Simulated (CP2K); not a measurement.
Ca:

```
Ca
1.0
     3.81429    0.00000    0.00000
    -1.28541    3.59117    0.00000
    -1.26444   -1.79558    3.11863
Ca
1
Cartesian
  1.2644 1.7956 0.0000
```

This isn't the form of Ca at room conditions, which is fcc.

Base run:

| Property | Result |
| --- | --- |
| Program | CP2K 2026.2 |
| Functional | PBEsol |
| Potentials or basis | POTENTIAL_UZH Ca GTH-PBE-q10; TZVP-MOLOPT-PBE-GTH basis |
| Density cutoff | 9184 eV |
| k mesh | 9 × 9 × 9 |
| Occupations | fermi-dirac, width 0.05 eV |
| Spin | no spin polarisation |

Its results: band gap on the k mesh none (metal or under the smearing width); pressure -0.6 GPa.

Problem. The run is repeated on the same cell with these changes: functional from PBEsol to BEEF-vdW. What comes out?

Solution. Band gap on the k mesh none (metal or under the smearing width); pressure 0.2 GPa.

Caveats: the potentials were made for another functional, which shifts forces and pressure; the basis of atomic orbitals isn't converged, which shifts pressures, moduli and gaps.
